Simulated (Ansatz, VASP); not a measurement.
# One calculation of MnS, two programs

Contents of INCAR:

```
PREC = Accurate
ENCUT = 520
EDIFF = 1E-7
ISMEAR = -1
SIGMA = 0.05
LREAL = F
LASPH = T
NELM = 150
ALGO = Normal
ISIF = 2
LWAVE = F
LCHARG = F
ISPIN = 2
MAGMOM = 4 0
LORBIT = 11
LMAXMIX = 4
GGA = PS
NBANDS = 20
```

Contents of KPOINTS:

```
regular mesh
0
Gamma
  9 9 9
```

Contents of POSCAR:

```
MnS
1.0
    0.0000000000      2.4898444489      2.4898444489
    2.4898444489      0.0000000000      2.4898444489
    2.4898444489      2.4898444489      0.0000000000
Mn S
1 1
Direct
    0.0000000000      0.0000000000      0.0000000000
    0.7500000000      0.7500000000      0.7500000000
```

Contents of input.yaml:

```yaml
crystal:
  lattice:
    - [0.0, 2.4898444489, 2.4898444489]
    - [2.4898444489, 0.0, 2.4898444489]
    - [2.4898444489, 2.4898444489, 0.0]
  atoms:
    - { symbol: Mn, position: [0.0, 0.0, 0.0], spin: 4.0 }
    - { symbol: S, position: [0.75, 0.75, 0.75] }
hamiltonian:
  xc: pbesol
  pseudopotentials: { kind: paw }
magnetization:
  spin_polarized: true
kpoints:
  mp_grid: { grid: [9, 9, 9] }
scf:
  occupations: { method: fermi_dirac, width: 0.05 }
output:
  forces: true
  stress: true
  eigenvalues: true
  write_density: true
  write_potential: true
  elf: true
  volumetric_format: npy
```

Change from the starting cell: volume scaled by 1.02.

Alike in both runs: task single point; functional PBEsol; k mesh 9 × 9 × 9; occupations fermi-dirac, width 0.05 eV; collinear spin, ferromagnetic start.

```csv
,VASP,Ansatz
version,VASP 6.6.1,Ansatz 0.2.0
potentials or method,"VASP PAW PBE potentials, release 64 (Mn_pv, S)",Ansatz PAW
plane-wave cutoff (eV),520,420
valence electrons in the cell,19,21
```

Ansatz gave:

* gap on the k mesh at the Fermi level (eV): none
* pressure (GPa): -5.6
* net moment per atom (μB): 0.13
* size of the moment on the site where the two differ most (μB): 0.22

**Question.** Which values does VASP return?

**Answer.** gap on the k mesh at the Fermi level (eV): none; pressure (GPa): -5.4; net moment per atom (μB): 0.13; size of the moment on the site where the two differ most (μB): 0.25.

Site moments also hang on the region over which each program counts them. A gap of «none» marks a metal or a gap that the smearing closes. The two sets of potentials don't hold the same shells in valence.

Caveats: the moment fell far below its start of 4 μB, so a state of higher moment may lie lower in energy; semilocal functionals often make such compounds metallic where correlation or magnetic order opens a gap, which also shifts bond lengths; the PAW data sets were made with another functional, which shifts forces and pressure a little (VASP); the PAW data sets come from PBE, with cores solved anew for the run's functional, which leaves a small shift of forces and pressure (Ansatz); the starting moments weren't kept (Ansatz).
